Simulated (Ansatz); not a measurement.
## Phonons of Cu₂O

Method: PBEsol, scalar-relativistic; no spin polarisation; PAW, 420 eV, Gaussian smearing of 0.05 eV; code Ansatz; PAW files: Ansatz's generated set soft_2.

```cif
data_structure
_symmetry_space_group_name_H-M 'P 1'
_symmetry_Int_Tables_number 1
_cell_length_a 4.2222
_cell_length_b 4.2222
_cell_length_c 4.2222
_cell_angle_alpha 90.000
_cell_angle_beta 90.000
_cell_angle_gamma 90.000
_cell_volume 75.27
loop_
_atom_site_label
_atom_site_type_symbol
_atom_site_fract_x
_atom_site_fract_y
_atom_site_fract_z
_atom_site_occupancy
Cu1 Cu 0.25000 0.25000 0.25000 1
Cu2 Cu 0.25000 0.75000 0.75000 1
Cu3 Cu 0.75000 0.75000 0.25000 1
Cu4 Cu 0.75000 0.25000 0.75000 1
O1 O 0.00000 0.00000 0.00000 1
O2 O 0.50000 0.50000 0.50000 1
```

The chain of runs began from a cell as deposited in COD, expanded in volume. Of that entry: the entry's cell lengths or inner coordinates differ somewhat from later room-temperature determinations.

Force constants come from finite displacements in a 2×2×2 supercell (the unit cell's 6×6×6 k-mesh, folded to it); the long-range dipole term is included. Points in reciprocal vectors of this cell: Γ = (0.000, 0.000, 0.000), X = (0.000, 0.500, 0.000), M = (0.500, 0.500, 0.000), R = (0.500, 0.500, 0.500).

Q: Is the structure dynamically stable along this path, and where does the spectrum end?

A: Yes: no branch is imaginary beyond numerical noise. The highest frequency is 672 cm⁻¹, at Γ. Points that don't fit the supercell are interpolated.

Frequencies at the named points (cm⁻¹, imaginary ones negative):
| point | ω (cm⁻¹) |
| --- | --- |
| Γ | 0 0 0 68 68 68 84 84 146 146 148 359 532 532 532 652 652 672 |
| X | 29 29 73 73 82 82 96 96 97 97 243 243 561 561 609 609 632 632 |
| M | 49 49 80 80 81 81 85 85 100 100 245 245 558 558 608 608 633 633 |
| R | 65 65 65 81 81 81 111 111 111 116 116 363 534 534 534 651 651 651 |

Q: What does the harmonic approximation give for the vibrational free energy, entropy and heat capacity?

A: Zero-point energy 50.3 meV/atom.
```
T (K)  F_vib (meV/atom)  S (J/K per mole of atoms)  C_V (J/K per mole of atoms)
  100              43.7                       14.3                         13.6
  200              22.9                       25.1                         17.8
  300              -7.3                       32.9                         20.5
  400             -44.7                       39.0                         22.1
  500             -87.8                       44.0                         23.0
  600            -135.7                       48.3                         23.5
  700            -187.7                       51.9                         23.9
  800            -243.2                       55.1                         24.1
  900            -301.8                       58.0                         24.3
 1000            -363.3                       60.5                         24.4
```

The highest mode, 672 cm⁻¹, is worth 970 K. At 300 K the heat capacity has reached 82 % of the classical limit 3R = 24.9 J/K per mole of atoms, since the stiffer modes are still partly frozen out.

Cost: 7 min on 4 threads of Arm Neoverse V1, on a shared host, peak memory 5.4 GiB.

